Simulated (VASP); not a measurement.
# H4C (strained database structure), r²SCAN single-point calculation: Ansatz's output and VASP's

```xyz
5
Lattice="-2.2527 2.3013 2.2527 2.2527 -2.3013 2.2527 2.2527 2.3013 -2.2527" Properties=species:S:1:pos:R:3 pbc="T T T"
H     1.6239    1.6727   -1.6239
H    -1.6239    1.6727    1.6239
H     1.6239   -1.6727    1.6239
H     0.6288    0.6287    0.6288
C     0.0000    0.0000    0.0000
```

Ansatz printed

```
SCF 1 converged in 6 iterations: F = -316.741053 eV  dr2 = 3.20e-9
  greatest PAW one-centre occupation: 0.672 electrons in one spin orbital (limit 2), on the C atom at site 4 (counted from 0), in its partial waves of l = 0
NSCF: frozen V_eff on 4 k-points
SCF converged after 6 iterations
Free energy (F): -316.741053 eV
Harris-Foulkes:  -316.741053 eV  (|F-HF|=4.61e-10)
Internal energy: -316.741053 eV  (E = F + TS)
E sigma→0 (E₀):  -316.741053 eV
Fermi energy:    -5.866641 eV
--- Per-component energies (eV) ---
  E_band       = -68.355951
  E_kinetic    = 147.132770
  E_local      = -322.633843  (includes V_loc(G=0)·N_el)
  E_nonlocal   = 33.719272
  E_hartree    = 97.087647
  E_xc         = -83.942593
  E_vxc        = -117.667783  (∫ρ·V_xc dr)
  E_paw        = -103.397727  (= ΣΔE_a)
  E_vpaw       = -10.048393  (= ΣTr[D̂ρ^β])
  E_aug_tail   = -0.001858  (compensation charges beyond the density's cutoff)
  E_vtau       = 6.969451  (kinetic-family band-sum trace: ∫τ·v_τ [+ j·A + Jᵃ·Aᵃ] dr)
  E_ewald      = -84.679948
  E_core_change = -0.024774  (= ΣΔE_core)
  E_smearing   = -0.000000  (= −TS)
  E_closure    = 0.000000  (closes the sum)
  Σ components = -316.741053   (vs F -316.741053, Δ=0.00e0)
--- Forces (eV/Å), atoms counted from 1 ---
  atom   1  H      0.02174203     0.02322253    -0.02174203
  atom   2  H     -0.02174203     0.02322253     0.02174203
  atom   3  H      0.02174203    -0.02322253     0.02174203
  atom   4  H     -0.02174203    -0.02322253    -0.02174203
  atom   5  C      0.00000000     0.00000000     0.00000000
  max |Σ_I F_I| component: 4.86e-17 eV/Å
--- Stress (GPa, compression-positive) ---
        0.080708       0.000000       0.000000
        0.000000       0.090162       0.000000
        0.000000       0.000000       0.080708
  P = ⅓ Tr σ = 0.0839 GPa (0.839 kbar)
--- Band table (eV; the first three rows and the last of 59) ---
  k-point 0: bands = ["-15.1276", "-5.8783", "-5.8783", "-5.8666", "2.6110", "7.4523", "7.4523", "7.6058", "12.4162"]
  k-point 1: bands = ["-15.0655", "-6.0994", "-5.9504", "-5.8758", "2.9453", "7.2242", "7.3234", "7.9349", "11.1388"]
  k-point 2: bands = ["-14.9081", "-6.6161", "-6.1166", "-5.8852", "3.7134", "6.6585", "6.9283", "9.0449", "10.7978"]
  k-point 58: bands = ["-14.3439", "-6.9230", "-6.8631", "-6.8631", "5.4612", "5.5903", "9.7240", "9.9009", "9.9009"]
```

The two codes use different PAW datasets and cutoffs. VASP's cell holds 8 valence electrons and Ansatz's 8. Ansatz's stress includes a Pulay correction; VASP's doesn't.

Problem. What does VASP give for the same cell and level of theory?

Solution. gap between bands v and c 8.50 eV; least direct gap 8.50 eV; pressure 0.2 GPa; largest force 0.02 eV/Å.

From OUTCAR

```
k-points           NKPTS =     59   k-points in BZ     NKDIM =     59   number of bands    NBANDS=     12

   NELECT =       8.0000    total number of electrons

   dimension x,y,z NGX =    30 NGY =   30 NGZ =   30
   dimension x,y,z NGXF=    60 NGYF=   60 NGZF=   60

  energy-cutoff  :      520.00
  volume of cell :       46.71
      direct lattice vectors                 reciprocal lattice vectors
    -2.252687739  2.301345794  2.252687739     0.000000000  0.217264177  0.221957083
     2.252687739 -2.301345794  2.252687739     0.221957083  0.000000000  0.221957083
     2.252687739  2.301345794 -2.252687739     0.221957083  0.217264177  0.000000000

 k-points in reciprocal lattice and weights: KPOINTS created by Atomic Simulation Env
   0.00000000  0.00000000  0.00000000       0.002
   0.12500000 -0.00000000  0.00000000       0.016
   0.25000000 -0.00000000  0.00000000       0.016
   0.37500000  0.00000000 -0.00000000       0.016
   0.50000000 -0.00000000  0.00000000       0.008
   0.00000000  0.12500000  0.00000000       0.008
   0.12500000  0.12500000  0.00000000       0.031
   0.25000000  0.12500000  0.00000000       0.031
   ...

 E-fermi :  -6.4025

 k-point     1 :       0.0000    0.0000    0.0000
  band No.  band energies     occupation
      1     -15.7778      2.00000
      2      -6.5213      2.00000
      3      -6.5213      2.00000
      4      -6.5098      2.00000
      5       1.9871      0.00000
      6       6.8117      0.00000
      7       6.8117      0.00000
      8       6.9653      0.00000
      9      11.7786      0.00000
     10      12.0778      0.00000
     11      12.4870      0.00000
     12      12.6755      0.00000

 k-point     2 :       0.1250   -0.0000    0.0000
  band No.  band energies     occupation
      1     -15.7157      2.00000
      2      -6.7426      2.00000
      3      -6.5935      2.00000
      4      -6.5189      2.00000
      5       2.3212      0.00000
      6       6.5834      0.00000
      7       6.6832      0.00000
      8       7.2951      0.00000
      9      10.4988      0.00000
     10      11.2802      0.00000
     11      13.3906      0.00000
     12      13.8695      0.00000

 k-point     3 :       0.2500   -0.0000    0.0000
  band No.  band energies     occupation
      1     -15.5584      2.00000
      2      -7.2596      2.00000
      3      -6.7599      2.00000
      4      -6.5282      2.00000
      5       3.0879      0.00000
      6       6.0172      0.00000
      7       6.2895      0.00000
      8       8.4076      0.00000
      9      10.1584      0.00000
     10      10.8776      0.00000
     11      14.7531      0.00000
     12      15.1798      0.00000

 k-point     4 :       0.3750    0.0000   -0.0000
  band No.  band energies     occupation
      1     -15.3887      2.00000
      2      -7.7481      2.00000
      3      -6.9166      2.00000
      4      -6.5378      2.00000
      5       3.7028      0.00000
      6       5.5708      0.00000
      7       6.1235      0.00000
      8       9.9859      0.00000
      9      10.6198      0.00000
     10      10.9565      0.00000
     11      12.9254      0.00000
     12      14.3591      0.00000

 k-point     5 :       0.5000   -0.0000    0.0000
  band No.  band energies     occupation
      1     -15.3141      2.00000
      2      -7.9452      2.00000
      3      -6.9789      2.00000
      4      -6.5418      2.00000
      5       3.8472      0.00000
      6       5.4091      0.00000
      7       6.2530      0.00000
      8      10.8476      0.00000
      9      11.1317      0.00000
     10      11.4147      0.00000
     11      11.8029      0.00000
     12      13.6477      0.00000

 k-point     6 :       0.0000    0.1250    0.0000
  band No.  band energies     occupation
      1     -15.7145      2.00000
      2      -6.7452      2.00000
      3      -6.5868      2.00000
      4      -6.5278      2.00000
      5       2.3275      0.00000
      6       6.4894      0.00000
      7       6.7984      0.00000
      8       7.2186      0.00000
      9      10.6609      0.00000
     10      11.1721      0.00000
     11      13.2319      0.00000
     12      13.8755      0.00000

 k-point     7 :       0.1250    0.1250    0.0000
  band No.  band energies     occupation
      1     -15.6036      2.00000
      2      -7.0968      2.00000
      3      -6.6804      2.00000
      4      -6.5841      2.00000
      5       2.9006      0.00000
      6       6.1755      0.00000
      7       6.3298      0.00000
      8       8.0534      0.00000
      9       9.8030      0.00000
     10      11.5820      0.00000
     11      13.7710      0.00000
     12      15.3157      0.00000

 ...

  Total        0.0468601      0.0496572      0.0468601      0.0000000      0.0000000      0.0000000
  in kB        1.6072005      1.7031337      1.6072005      0.0000000      0.0000000      0.0000000
  external PRESSURE =       1.6391782 kB  Pullay stress =       0.0000000 kB

 POSITION                                       TOTAL-FORCE (eV/Angst)
 -----------------------------------------------------------------------------------
      1.62394      1.67265     -1.62394        -0.014124     -0.012648      0.014124
     -1.62394      1.67265      1.62394         0.014124     -0.012648     -0.014124
      1.62394      2.93004      1.62394        -0.014124      0.012648     -0.014124
      0.62875      0.62869      0.62875         0.014124      0.012648      0.014124
      0.00000      0.00000      0.00000        -0.000000      0.000000      0.000000
 -----------------------------------------------------------------------------------
    total drift:                               -0.000000     -0.000000     -0.000001

  FREE ENERGIE OF THE ION-ELECTRON SYSTEM (eV)
  ---------------------------------------------------
  free  energy   TOTEN  =       -25.0352868868 eV

  energy  without entropy=      -25.0352868868  energy(sigma->0) =      -25.03528689
```
